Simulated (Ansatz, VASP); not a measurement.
One calculation of Na2S, two programs

```
Na S
1.0
     0.00000    3.27350    3.27350
     3.27350    0.00000    3.27350
     3.27350    3.27350    0.00000
Na S
2 1
Cartesian
  1.6367 1.6367 1.6367
  4.9102 4.9102 4.9102
  0.0000 0.0000 0.0000
```

Alike in both runs: task relaxation of cell and atoms; functional r2SCAN; k mesh 6 × 6 × 6; occupations gaussian, width 0.02 eV; no spin polarisation.

```csv
,VASP,Ansatz
version,VASP 6.6.1,Ansatz 0.2.0
potentials or method,"VASP PAW PBE potentials, release 64 (Na_pv, S)","scalar-relativistic, plane waves, PAW"
plane-wave cutoff (eV),600,500
valence electrons in the cell,20,24
```

|  | VASP | Ansatz | Ansatz less VASP |
| --- | --- | --- | --- |
| gap on the k mesh at the Fermi level, each at its own relaxed structure (eV) | 3.12 | 3.09 | -0.037 |
| relaxed volume (Å³/atom) | 22.92 | 23.00 | +0.087 |
| relaxed cell length with the largest relative difference (Å) | 4.598 | 4.604 | +0.0058 |
| energy change over the relaxation (meV/atom) | -1 | -1 | +0.5 |

The two sets of potentials don't hold the same shells in valence.

Caveats: the PAW data sets were made with another functional, which shifts forces and pressure a little (VASP). r2SCAN opens gaps a little over a GGA but as a rule still falls short of measured ones.
